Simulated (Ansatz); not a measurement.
Ce (bcc)

Level of theory: DFT, PBE, scalar-relativistic, collinear spin; plane waves to 420 eV with PAW datasets (Ansatz 0.2.0), 14×14×14 k-mesh, Gaussian smearing of 0.05 eV; PAW files: Ansatz's generated set soft_2.

```
CELL_PARAMETERS angstrom
-1.89440 1.89440 1.89440
1.89440 -1.89440 1.89440
1.89440 1.89440 -1.89440
ATOMIC_POSITIONS crystal
Ce 0.00000 0.00000 0.00000
```

At room temperature and ambient pressure Ce is fcc.

Magnetic state: non-magnetic, site spin moments none.

At this volume the pressure is 0.08 GPa.

Path: Γ–H–N–Γ–P–H | P–N, with Γ = (0.000, 0.000, 0.000), H = (0.500, -0.500, 0.500), N = (0.000, 0.000, 0.500), P = (0.250, 0.250, 0.250) in reciprocal vectors of the calculation's cell.

Task: Is it a metal or an insulator, and if it has a gap, where are the band edges on this path?

Result: A metal: bands cross the Fermi level.

Levels between -3 and 3 eV from the Fermi level at the path's named points (both spins alike):
```tsv
point	below E_F (eV)	above E_F (eV)
Γ	-2.81	0.09 0.09 0.09 0.95 0.95 0.95 1.19 1.86 1.86 1.86
H	-2.65 -2.65	0.26 0.55 0.55 0.55 0.99 0.99 0.99
N	-2.15 -0.40	0.15 0.37 0.53 0.78 0.88 0.90 1.04
P		0.56 0.57 0.57 0.57 0.74 0.74 0.74 1.24 1.24 1.24
```

Scalar-relativistic only: spin–orbit splittings of the heavy atoms' levels are missing.

The state of the open shells isn't shown to be the lowest, and forces and pressures are less sure for it.
